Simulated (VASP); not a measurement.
# From one sheet to two: 2H-MoS2 monolayer, part 3 of 9

Aim: relax 2H-MoS2 monolayer, place its levels against the vacuum, then find how two sheets stack and bind.

VASP 6.6.1, plane waves and PAW; the level of theory is named at each step.

So far. Step 2 (Relaxing the monolayer): The run ended after 6 ionic steps, 0.002 eV below its first step, once forces and stress met EDIFFG = -0.015. Step 3 (A second relaxation): The start already met the threshold, so nothing moved.

## (4) Vacuum level and density of states

Level of this step: r2SCAN with rVV10, no spin polarisation; plane waves and PAW (Mo, S) (VASP).

A static run writes the electrostatic potential without exchange and correlation (LVHAR), which is flat in the vacuum and gives the level to count from. The dipole correction cancels the field that unlike faces would set up across the vacuum.

File INCAR:

```
SYSTEM = MoS2
PREC = Normal
ENCUT = 350
EDIFF = 1E-06
NELM = 120
ISMEAR = 0
SIGMA = 0.03
LREAL = .FALSE.
ALGO = Normal
METAGGA = R2SCAN
LUSE_VDW = .TRUE.
IVDW_NL = 2
BPARAM = 11.95
CPARAM = 0.0093
LASPH = .TRUE.
NBANDS = 15
LORBIT = 11
LWAVE = .FALSE.
LCHARG = .TRUE.
IDIPOL = 3
LDIPOL = .TRUE.
DIPOL = 0.5 0.5 0.5
LVHAR = .TRUE.
LVACPOTAV = .TRUE.
NEDOS = 1500
LELF = .TRUE.
```

File POSCAR:

```
MoS2
1.0
    3.1738069310      0.0000000000      0.0000000000
   -1.5869034655      2.7485974289      0.0000000000
    0.0000000000      0.0000000000     22.0000000000
Mo S
1 2
Direct
    0.3333333333      0.6666666667      0.5000000000
    0.6666666667      0.3333333333      0.4291524294
    0.6666666667      0.3333333333      0.5708475706
```

File KPOINTS:

```
Automatic mesh
0
Gamma
12 12 1
0 0 0
```

File KPOINTS_OPT:

```
Line mode
14
Line-mode
Reciprocal
  0.00000000   0.00000000   0.00000000 GAMMA
  0.50000000   0.00000000   0.00000000 M

  0.50000000   0.00000000   0.00000000 M
  0.33333333   0.33333333   0.00000000 K

  0.33333333   0.33333333   0.00000000 K
  0.00000000   0.00000000   0.00000000 GAMMA
```

The projector-augmented-wave data sets are Mo and S (PBE family, release 64).

The run is started by

```console
$ mpirun -np 4 vasp_std
```

The program printed:

```text
[banner, memory and clock lines left out]
running    4 mpi-ranks, on    1 nodes
 distrk:  each k-point on    4 cores,    1 groups
 distr:  one band on    1 cores,    4 groups

 POSCAR found type information on POSCAR MoS
 POSCAR found :  2 types and       3 ions
 [... a notice as in an earlier step ...]

 [... a notice as in an earlier step ...]

 LDA part: xc-table for (None), standard interpolation
|                                                                             |
|           W    W    AA    RRRRR   N    N  II  N    N   GGGG   !!!           |
|           W    W   A  A   R    R  NN   N  II  NN   N  G    G  !!!           |
|           W    W  A    A  R    R  N N  N  II  N N  N  G       !!!           |
|           W WW W  AAAAAA  RRRRR   N  N N  II  N  N N  G  GGG   !            |
|           WW  WW  A    A  R   R   N   NN  II  N   NN  G    G                |
|           W    W  A    A  R    R  N    N  II  N    N   GGGG   !!!           |
|                                                                             |
|     The number of bands has been changed from the values supplied in        |
|     The orbitals not found in the WAVECAR file will be initialized with     |
|     random numbers, which is usually adequate. For correlated               |
|     calculations, however, you should redo the groundstate calculation.     |
|     I found NBANDS = 15. Now, NBANDS = 16.                                  |
|                                                                             |

 POSCAR, INCAR and KPOINTS ok, starting setup
 FFT: planning ... GRIDC
 FFT: planning ... GRID_SOFT
 FFT: planning ... GRID
 WAVECAR not read
 entering main loop
       N       E                     dE             d eps       ncg     rms          rms(c)
Total rVV10 correction in eV:      0.5468346    24.2361291
DAV:   1     0.867307491908E+02    0.86731E+02   -0.51981E+03   608   0.612E+02
DAV:   2    -0.374988411693E+02   -0.12423E+03   -0.11622E+03   920   0.156E+02
DAV:   3    -0.486866759493E+02   -0.11188E+02   -0.11076E+02   816   0.575E+01
DAV:   4    -0.488793836827E+02   -0.19271E+00   -0.19228E+00   792   0.890E+00
DAV:   5    -0.488842799069E+02   -0.48962E-02   -0.48956E-02   856   0.136E+00    0.262E+01
Total rVV10 correction in eV:      0.5470450    24.2372330
DAV:   6    -0.447826685558E+02    0.41016E+01   -0.64684E+00   784   0.187E+01    0.103E+01
Total rVV10 correction in eV:      0.5415515    24.2385836
DAV:   7    -0.445661200297E+02    0.21655E+00   -0.24163E+00   784   0.147E+01    0.793E+00
Total rVV10 correction in eV:      0.5431589    24.2381057
DAV:   8    -0.443815895823E+02    0.18453E+00   -0.35933E-01   800   0.532E+00    0.800E-01
Total rVV10 correction in eV:      0.5445745    24.2381613
DAV:   9    -0.443925885249E+02   -0.10999E-01   -0.38912E-02   776   0.146E+00    0.299E-01
Total rVV10 correction in eV:      0.5459635    24.2381137
DAV:  10    -0.443923116024E+02    0.27692E-03   -0.19936E-03   816   0.322E-01    0.113E-01
Total rVV10 correction in eV:      0.5467578    24.2379751
DAV:  11    -0.443928033666E+02   -0.49176E-03   -0.57892E-04   720   0.159E-01    0.756E-02
Total rVV10 correction in eV:      0.5474220    24.2378103
DAV:  12    -0.443932462602E+02   -0.44289E-03   -0.18940E-04   720   0.840E-02    0.525E-02
Total rVV10 correction in eV:      0.5488505    24.2372863
DAV:  13    -0.443940907087E+02   -0.84445E-03   -0.77960E-04   664   0.152E-01    0.517E-02
Total rVV10 correction in eV:      0.5489280    24.2371875
DAV:  14    -0.443941536390E+02   -0.62930E-04   -0.28474E-05   720   0.396E-02    0.242E-02
Total rVV10 correction in eV:      0.5494136    24.2367117
DAV:  15    -0.443945385687E+02   -0.38493E-03   -0.88093E-05   680   0.596E-02    0.172E-02
Total rVV10 correction in eV:      0.5496687    24.2364938
DAV:  16    -0.443947378171E+02   -0.19925E-03   -0.39788E-05   744   0.370E-02    0.114E-02
Total rVV10 correction in eV:      0.5497520    24.2363008
DAV:  17    -0.443948927441E+02   -0.15493E-03   -0.37240E-05   752   0.300E-02    0.981E-03
Total rVV10 correction in eV:      0.5497669    24.2361810
DAV:  18    -0.443949821573E+02   -0.89413E-04   -0.16780E-05   784   0.194E-02    0.688E-03
Total rVV10 correction in eV:      0.5497555    24.2361459
DAV:  19    -0.443949983580E+02   -0.16201E-04   -0.17334E-06   760   0.837E-03    0.989E-04
Total rVV10 correction in eV:      0.5497492    24.2361242
DAV:  20    -0.443950072281E+02   -0.88701E-05   -0.91711E-07   656   0.738E-03    0.303E-03
Total rVV10 correction in eV:      0.5497483    24.2361190
DAV:  21    -0.443950087898E+02   -0.15617E-05   -0.26331E-07   632   0.466E-03    0.905E-04
Total rVV10 correction in eV:      0.5497474    24.2361183
DAV:  22    -0.443950096194E+02   -0.82960E-06   -0.10483E-07   528   0.288E-03
|                                                                             |
|           W    W    AA    RRRRR   N    N  II  N    N   GGGG   !!!           |
|           W    W   A  A   R    R  NN   N  II  NN   N  G    G  !!!           |
|           W    W  A    A  R    R  N N  N  II  N N  N  G       !!!           |
|           W WW W  AAAAAA  RRRRR   N  N N  II  N  N N  G  GGG   !            |
|           WW  WW  A    A  R   R   N   NN  II  N   NN  G    G                |
|           W    W  A    A  R    R  N    N  II  N    N   GGGG   !!!           |
|                                                                             |
|     Did not find any points to average over, which means that no vacuum     |
|     field-free region was found. Please increase the size of  your cell     |
|     in the dimension of the dipole correction to obtain accurate            |
|     workfunction values.                                                    |
|                                                                             |

Total rVV10 correction in eV:      0.5497461    24.2361210
Total rVV10 correction in eV:      0.5497467    24.2361194
   1 F= -.44395010E+02 E0= -.44395010E+02  d E =-.124634E-10
 Start KPOINTS_OPT (optional k-point list driver)
k-point batch [1-19\42]
       N       E                     dE             ncg
DAV:   1    -0.399340482864E+03   -0.66506E+04      608
DAV:   2    -0.264718439911E+04   -0.22478E+04      984
DAV:   3    -0.282306333283E+04   -0.17588E+03      800
DAV:   4    -0.282560655927E+04   -0.25432E+01      784
DAV:   5    -0.282565942743E+04   -0.52868E-01      840
DAV:   6    -0.282566176927E+04   -0.23418E-02      840
DAV:   7    -0.282566181838E+04   -0.49108E-04      864
DAV:   8    -0.282566182060E+04   -0.22213E-05      680
DAV:   9    -0.282566182076E+04   -0.15973E-06      600
[...]
k-point batch [39-42\42]
       N       E                     dE             ncg
DAV:   1     0.692957457118E+04   -0.26351E+03      136
DAV:   2     0.656129065776E+04   -0.36828E+03      168
DAV:   3     0.652101869402E+04   -0.40272E+02      176
DAV:   4     0.652005521139E+04   -0.96348E+00      144
DAV:   5     0.652003460010E+04   -0.20611E-01      184
DAV:   6     0.652003403175E+04   -0.56834E-03      176
DAV:   7     0.652003402095E+04   -0.10804E-04      200
DAV:   8     0.652003402090E+04   -0.53873E-07      136
```

Elapsed: 66 s, on 4 MPI ranks of AMD EPYC 7R43, shared host; peak memory 0.61 GiB; 4.3 min of CPU time.

OUTCAR, selected parts (step 4):

```text
The static configuration has the point symmetry D_3h.

 Found     19 irreducible k-points:

   k-points           NKPTS =     19   k-points in BZ     NKDIM =     19   number of bands    NBANDS=     16

   NELECT =      18.0000    total number of electrons

 E-fermi :  -2.9368

 k-point     1 :       0.0000    0.0000    0.0000
  band No.  band energies     occupation
    ...
      5      -5.8196      2.00000
      6      -4.9255      2.00000
      7      -4.6425      2.00000
      8      -4.6425      2.00000
      9      -3.0587      2.00000
     10      -0.0584      0.00000
     11      -0.0584      0.00000
     12       0.1709      0.00000
     13       0.1709      0.00000
     14       2.9321      0.00000
    ...

 k-point     2 :       0.0833   -0.0000    0.0000
  band No.  band energies     occupation
    ...
      5      -5.7066      2.00000
      6      -5.4399      2.00000
      7      -4.8137      2.00000
      8      -4.2944      2.00000
      9      -3.1135      2.00000
     10      -0.1834      0.00000
     11      -0.1073      0.00000
     12       0.0491      0.00000
     13       0.1251      0.00000
     14       3.0948      0.00000
    ...

  Total       -0.0139025     -0.0139025     -0.0235441      0.0000000      0.0000000     -0.0000000
  in kB       -0.1160618     -0.1160618     -0.1965522      0.0000000      0.0000000     -0.0000000
  external PRESSURE =      -0.1428919 kB  Pullay stress =       0.0000000 kB

 POSITION                                       TOTAL-FORCE (eV/Angst)
 -----------------------------------------------------------------------------------
     -0.00000      1.83240     11.00000         0.000000      0.000000      0.000000
      1.58690      0.91620      9.44135        -0.000000      0.000000     -0.005951
      1.58690      0.91620     12.55865        -0.000000      0.000000      0.005951
 -----------------------------------------------------------------------------------
    total drift:                                0.000004     -0.000002      0.000000

  FREE ENERGIE OF THE ION-ELECTRON SYSTEM (eV)
  ---------------------------------------------------
  free  energy   TOTEN  =       -44.3950096194 eV

  energy  without entropy=      -44.3950096194  energy(sigma->0) =      -44.39500962

 vacuum level on the upper side and lower side of the slab         3.118         3.118

[... 9 parts as in an earlier step ...]

[... 5 further parts left out ...]
```

This step gave:

```
Fermi energy                                      : -2.937 eV
least gap on mesh and path                        : 1.801 eV
least direct gap on mesh and path                 : 1.806 eV
vacuum levels                                     : 3.118, 3.118 eV
ionisation potentials of the upper and lower face : 6.177, 6.177 eV
electron affinities of the upper and lower face   : 4.376, 4.376 eV
```

Electronic bands along the path, in eV, zero at the valence-band top; v1 is the highest filled band, c1 the lowest empty one:

```csv
point,v4,v3,v2,v1,c1,c2,c3,c4
Γ,-1.87,-1.58,-1.58,0.00,3.00,3.00,3.23,3.23
0.54 of the way,-2.71,-1.78,-1.47,-0.84,2.37,2.48,3.30,4.12
M,-3.34,-1.99,-1.03,-0.66,2.38,2.91,4.26,4.57
0.54 of the way,-3.29,-2.61,-2.02,-0.30,2.23,3.28,3.67,4.83
K,-3.74,-3.03,-2.29,0.00,1.80,3.27,3.77,5.24
0.46 of the way,-3.43,-2.15,-1.18,-0.84,2.11,2.67,3.01,4.56
Γ,-1.87,-1.58,-1.58,0.00,3.00,3.00,3.23,3.23
```

Of the projections kept (Mo, S), the largest for each band there; the rest of the weight can lie on other orbitals:

```csv
point,v4,v3,v2,v1,c1,c2,c3,c4
Γ,S 0.90,Mo 0.64,Mo 0.64,Mo 0.81,Mo 0.50,Mo 0.50,S 0.58,S 0.58
M,Mo 0.59,S 0.71,S 0.78,Mo 0.73,Mo 0.96,Mo 0.92,Mo 0.66,Mo 0.61
K,S 0.60,S 0.80,S 0.61,Mo 0.85,Mo 0.93,Mo 0.78,Mo 0.81,Mo 0.70
Γ,S 0.90,Mo 0.64,Mo 0.64,Mo 0.81,Mo 0.50,Mo 0.50,S 0.58,S 0.58
```

Zero at the Fermi level. Planar average of the electrostatic potential against height:

height (Å), planar average of the electrostatic potential (eV) and a bar from the least value:
```
      0.0        6.1 ##############################
      0.5        6.1 ##############################
      1.0        6.1 ##############################
      1.5        6.1 ##############################
      2.0        6.1 ##############################
      2.5        6.1 ##############################
      3.0        6.1 ##############################
      3.5        6.1 ##############################
      4.0        6.1 ##############################
      4.5        6.1 ##############################
      5.0        6.1 ##############################
      5.5        6.1 ##############################
      6.0        6.1 ##############################
      6.5        6.1 ##############################
      7.0        6.0 ##############################
      7.5        5.9 ##############################
      8.0        5.5 #############################
      8.5        3.4 ##########################
      9.0       -6.6 ###########
      9.5      -14.0 
     10.0       -7.2 ##########
     10.5       -6.2 ############
     11.0       -8.4 ########
     11.5       -6.2 ############
     12.0       -7.2 ##########
     12.5      -14.0 
     13.0       -6.6 ###########
     13.5        3.4 ##########################
     14.0        5.5 #############################
     14.5        5.9 ##############################
     15.0        6.0 ##############################
     15.5        6.1 ##############################
     16.0        6.1 ##############################
     16.5        6.1 ##############################
     17.0        6.1 ##############################
     17.5        6.1 ##############################
     18.0        6.1 ##############################
     18.5        6.1 ##############################
     19.0        6.1 ##############################
     19.5        6.1 ##############################
     20.0        6.1 ##############################
     20.5        6.1 ##############################
     21.0        6.1 ##############################
     21.5        6.1 ##############################
```

Density of states in the PAW spheres, an atom over height of the layer and energy from the Fermi level.

Ten even steps from '_' (0.00 states/eV) to '@' (1.87 states/eV), each cell a mean:
```
______
______
__--__
..@@..
::--::
::..::
======
::++::
..--..
..==..
--##--
::==::
::==::
__..__
..::..
::**::
..--..
______
______
______
______
______
```
Columns: height of the layer (Å) from 9.4 to 12.6; rows upwards: energy from the Fermi level (eV) from -7.9 to 0.5.

ELF in the ca plane at fractional y = 0.333, with atoms of S within 0.2 Å of it. It is the smooth field of the valence electrons, not physical close to the nuclei.

Values, 5 rows by 16 columns, each cell a mean:
```
0.00 0.00 0.00 0.02 0.04 0.35 0.83 0.80 0.49 0.48 0.79 0.84 0.37 0.05 0.00 0.00
0.00 0.00 0.00 0.00 0.07 0.54 0.92 0.55 0.52 0.50 0.55 0.92 0.56 0.10 0.01 0.00
0.00 0.00 0.00 0.00 0.03 0.36 0.83 0.79 0.49 0.48 0.78 0.83 0.37 0.04 0.00 0.00
0.00 0.00 0.00 0.02 0.01 0.04 0.26 0.44 0.23 0.22 0.44 0.26 0.04 0.00 0.00 0.00
0.00 0.00 0.00 0.00 0.00 0.03 0.23 0.42 0.22 0.21 0.42 0.24 0.03 0.00 0.00 0.00
```
Columns run along c (16.0 Å, from fractional 0.10 to 0.83 of the cell), rows up along a (3.2 Å). Atoms in or near the plane, at fractional coordinates: S at (0.43, 0.67), S at (0.57, 0.67).

Valence density in the ca plane at fractional y = 0.333, with atoms of S within 0.2 Å of it. It is the smooth field of the valence electrons, not physical close to the nuclei.

Ten even steps from '0' (0.0 e/Å³) to '9' (1.1 e/Å³), each cell a mean:
```
00000000000000000147874223478741000000000000
00000000000000001488796323697883100000000000
00000000000000001595187323781594100000000000
00000000000000001388896323698983100000000000
00000000000000000136764223467631000000000000
00000000000000000012222333222210000000000000
00000000000000000001112343211100000000000000
00000000000000000012332333233210000000000000
```
Columns run along c (16.0 Å, from fractional 0.10 to 0.83 of the cell), rows up along a (3.2 Å). Atoms in or near the plane, at fractional coordinates: S at (0.43, 0.67), S at (0.57, 0.67).

The map of layer states is cut here 0.5 eV above the Fermi level, so it leaves out the states above that.

The vacuum level lies 6.18 eV above the highest filled level at the upper face; both faces agree, as the slab has next to no dipole.

The program found no field-free point at its default tolerance, but its printed level agrees with the flat part of the planar average.

(Continued in part 4 of 9.)

[Lines on the potential files, build, host, timing and source positions are cut from VASP's logs without a mark.]

[Logs are printed without paths, hosts, clocks, repeated set-up lines and the standing remarks that a program may print on its own settings, such as how far it seeks lower states.]

[Hosts, paths, dates, database ids (printed as entryN), source tags and the programs' standing remarks are cut or masked in the printed files.]

[Runs that stopped without an error message from VASP are left out.]
